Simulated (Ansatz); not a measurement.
MgS: least direct gap against volume per atom

All results are calculated (Ansatz 0.2.0). Band levels at named k points (names of the unstrained cell) at fixed atoms, from the valence top (v1 top filled band, c1 lowest empty), gap the least over mesh, points and any path between them, spin-unpolarised plane waves, DDH-PBE0 mixes 1/eps_inf of exact exchange.

Cell of the first row (space group F-43m, No. 216):
```
CELL_PARAMETERS angstrom
0.00000 2.76600 2.76600
2.76600 0.00000 2.76600
2.76600 2.76600 0.00000
ATOMIC_POSITIONS crystal
Mg 0.00000 0.00000 0.00000
S 0.25000 0.25000 0.25000
```

Settings of every row: periodic directions 3; functional r2SCAN; spin orbit no; potentials PAW; wave cutoff 500 eV; k mesh 8x8x8; smearing width 0 eV.

Point:
| name | a (fraction of the reciprocal vector) | b (fraction of the reciprocal vector) | c (fraction of the reciprocal vector) |
| --- | --- | --- | --- |
| Gamma | 0 | 0 | 0 |
| X | -0.5 | -0.5 | 0 |
| U | -0.375 | -0.375 | 0.25 |
| K | -0.375 | 0 | 0.375 |
| L | 0 | 0 | 0.5 |
| W | -0.5 | -0.25 | 0.25 |

Limits: semilocal functionals tend to give too small a gap; the cell comes from a prototype or a list of computed structures and needn't be the stable phase.

| row | volume per atom (Å³) | least direct gap (eV) | band gap (eV) |
| --- | --- | --- | --- |
| 1 | 21.163 | 4.522 | 4.262 |
| 2 | 21.352 | 4.472 | 4.27 |
| 3 | 21.437 | 4.45 | 4.274 |
| 4 | 21.681 | ? | ? |
| 5 | 22.012 | 4.304 | 4.296 |
| 6 | 22.946 | 4.082 | 4.082 |
| 7 | 23.028 | 4.063 | 4.063 |
| 8 | 23.374 | 3.985 | 3.985 |
| 9 | 24.075 | 3.834 | 3.834 |
| 10 | 24.79 | 3.687 | 3.687 |
| 11 | 25.519 | 3.545 | 3.545 |

Question: what least direct gap should row 4 give?

Worked fit of least direct gap. Take t = volume per atom − 23, in Å³. The shown rows have t = -1.837, -1.648, -1.563, -0.988, -0.054, 0.028, 0.374, 1.075, 1.79, 2.519. Least squares give least direct gap = 4.0698 − 0.22977 × t + 0.00865 × t² eV; a straight line predicts inner rows, each left out in turn, worse (root mean square 0.015 against 0.00087 eV). The rows lie off it by 0.001, 0.000, 0.000, -0.001, 0.000, 0.000, 0.000, 0.001, 0.001, -0.001. The withheld row has t = -1.319, so the fit gives 4.0698 − 0.22977 × (-1.319) + 0.00865 × (-1.319)² = 4.388 eV.

The calculation gave 4.388 eV. The fit meets it to the printed digit.

The other values of row 4: band gap 4.284 eV.
